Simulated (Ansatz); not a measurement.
# ZnCu: the cost of one run

Computed with Ansatz 0.2.0 (DFT PBEsol, scalar-relativistic, plane waves, PAW, unless a step's input says otherwise).

1 further run of the same task is left out (set aside as unsound or not needed).

## (1) The starting structure

Symmetry: Pm-3m, No. 221, cubic system. The conventional cell has a = 2.908 Å, b = 2.908 Å, c = 2.908 Å, α = 90.00°, β = 90.00°, γ = 90.00°. Zn (site symmetry m-3m) is surrounded by 8 Cu at 2.52 Å. Cu (site symmetry m-3m) has 8 Zn at 2.52 Å as nearest neighbours.

Structure file:

```
Zn Cu
1.0
     2.90788    0.00000    0.00000
     0.00000    2.90788    0.00000
     0.00000    0.00000    2.90788
Zn Cu
1 1
Cartesian
  1.4539 1.4539 1.4539
  0.0000 0.0000 0.0000
```

This cell was relaxed beforehand with the same method: volume 12.29 Å³/atom, gap on the mesh none (metal).

## (2) Static run: bands, density of states and charges

File input.yaml:

```yaml
crystal:
  lattice:
    - [2.9078796975, 0.0, 0.0]
    - [0.0, 2.9078796975, 0.0]
    - [0.0, 0.0, 2.9078796975]
  atoms:
    - { symbol: Zn, position: [0.5, 0.5, 0.5] }
    - { symbol: Cu, position: [0.0, 0.0, 0.0] }
basis:
  ecutwfc: 420
kpoints:
  mp_grid: { grid: [14, 14, 14] }
  band_path:
    path:
      - [[0.0, 0.0, 0.0], [0.0, 0.5, 0.0], [0.5, 0.5, 0.0], [0.0, 0.0, 0.0], [0.5, 0.5, 0.5], [0.0, 0.5, 0.0]]
      - [[0.5, 0.5, 0.5], [0.5, 0.5, 0.0]]
    npoints: 14
hamiltonian:
  xc: pbesol
scf:
  occupations: { method: gaussian, width: 0.1 }
  n_extra_bands: 6
output:
  forces: true
  stress: true
  eigenvalues: true
  populations: true
  dos: { projected: true, de: 0.02, nscf_kmesh: { grid: [21, 21, 21] } }
  bader: true
  write_density: true
  write_potential: true
  elf: true
  volumetric_format: npy
```

On the command line:

```console
$ ansatz run input.yaml --threads 1 --pin off --max-ram 2560MiB --backend cpu --events-out ev --progress --plain --runs-dir out
```

**Question.** How long does this run take on 1 thread of Intel Xeon 6975P-C (Granite Rapids), shared host, and how much memory does it need?

About 17 s, with a peak of 0.41 GiB.
